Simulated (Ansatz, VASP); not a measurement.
# BN: VASP beside Ansatz

INCAR

```
SYSTEM = BN
PREC = Accurate
ENCUT = 520
EDIFF = 1E-7
ISMEAR = -1
SIGMA = 0.02
LREAL = .FALSE.
LASPH = .TRUE.
NELM = 60
ALGO = Normal
ISIF = 2
LWAVE = .FALSE.
LCHARG = .FALSE.
NBANDS = 11
```

KPOINTS

```
regular mesh
0
G
  11 11 11
  0 0 0
```

Contents of POSCAR:

```
BN
1.0
    0.0000000000      1.7953687620      1.7953687620
    1.7953687620      0.0000000000      1.7953687620
    1.7953687620      1.7953687620      0.0000000000
B N
1 1
Direct
    0.0000000000      0.0000000000      0.0000000000
    0.7500000000      0.7500000000      0.7500000000
```

Input for Ansatz:

```yaml
crystal:
  lattice:
    - [0.0, 1.795368762, 1.795368762]
    - [1.795368762, 0.0, 1.795368762]
    - [1.795368762, 1.795368762, 0.0]
  atoms:
    - { symbol: B, position: [0.0, 0.0, 0.0] }
    - { symbol: "N", position: [0.75, 0.75, 0.75] }
kpoints:
  mp_grid: { grid: [11, 11, 11] }
  band_path:
    path:
      - [0.0, 0.0, 0.0]
      - [-0.5, -0.5, 0.0]
      - [-0.375, -0.375, 0.25]
      - [-0.375, 0.0, 0.375]
      - [0.0, 0.0, 0.0]
      - [0.0, 0.0, 0.5]
      - [-0.5, -0.25, 0.25]
      - [-0.5, -0.5, 0.0]
    npoints: 5
scf:
  occupations: { method: fermi_dirac, width: 0.02 }
hamiltonian:
  xc: lda
  pseudopotentials: { kind: all_electron, lapw: { basis_error: 0.0005 } }
output:
  forces: true
  stress: true
  eigenvalues: true
```

Change from the starting cell: volume scaled by 0.98.

Alike in both runs: task single point; functional LDA; k mesh 11 × 11 × 11; occupations fermi-dirac, width 0.02 eV; no spin polarisation.

|  | VASP | Ansatz |
| --- | --- | --- |
| version | VASP 6.6.1 | Ansatz 0.2.0 |
| potentials or method | VASP PAW LDA potentials, release 64 (B, N) | all-electron LAPW, scalar-relativistic |
| plane-wave cutoff (eV) | 520 | see its input |

```csv
,VASP,Ansatz,Ansatz less VASP
gap on the k mesh at the Fermi level (eV),4.47,4.48,+0.010
pressure (GPa),-2.4,-3.2,-0.82
```

Ansatz ran all-electron here, so the differences hold the error of VASP's frozen core and of both bases.

Caveats: an odd mesh through Γ misses points on the zone boundary, where band edges often lie.
